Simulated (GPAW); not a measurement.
Li in GPAW: convergence with basis set

Input of the first run (basis set lcao:sz(dzp)); the others differ in this setting and in those tied to it:

Contents of run.py:

```python
from ase.dft.bandgap import bandgap
from ase.io import read, write
from gpaw import GPAW

atoms = read('POSCAR')

calc = GPAW(mode='lcao',
            h=0.16,
            basis='sz(dzp)',
            xc='PBE',
            kpts={'size': (11, 11, 11), 'gamma': True},
            occupations={'name': 'fermi-dirac', 'width': 0.05},
            convergence={'density': 1e-05, 'energy': 1e-05},
            maxiter=100,
            txt='gpaw.txt')
atoms.calc = calc
energy = atoms.get_potential_energy()
forces = atoms.get_forces()
calc.write('gs.gpw')
write('result.traj', atoms)
print(f'Energy: {energy:.6f} eV')
print('Forces (eV/A):')
print(forces.round(4))
print('Fermi level:', round(calc.get_fermi_level(), 4), 'eV')
print(f'Gap: {bandgap(calc)[0]:.4f} eV, direct: {bandgap(calc, direct=True)[0]:.4f} eV')
```

The input POSCAR:

```
Li
1.0
   -1.7546500000      1.7546500000      1.7546500000
    1.7546500000     -1.7546500000      1.7546500000
    1.7546500000      1.7546500000     -1.7546500000
Li
1
Direct
    0.0000000000      0.0000000000      0.0000000000
```

Potentials or basis: GPAW PAW data sets (gpaw-data 1.2.1), lcao:sz(dzp).

Launch:

```bash
$ OMP_NUM_THREADS=1 python run.py
```

Hardware: 1 thread of Arm Neoverse V1, on a shared host.

```csv
basis set,"energy less the tightest run, at zero smearing (meV/atom)",SCF cycles,CPU time (s),peak memory (GiB)
lcao:sz(dzp),549.05,6,13,0.13
lcao:szp(dzp),85.66,6,65,0.14
lcao:dz(dzp),378.37,7,19,0.13
lcao:dzp,40.61,7,85,0.14
fd,-0.08,10,8,0.16
pw,0.00,8,4.9,0.13
```

Against the tightest run, the energy stays within 1 meV/atom from fd on. The tightest run that finished is the yardstick and may itself not be fully converged.
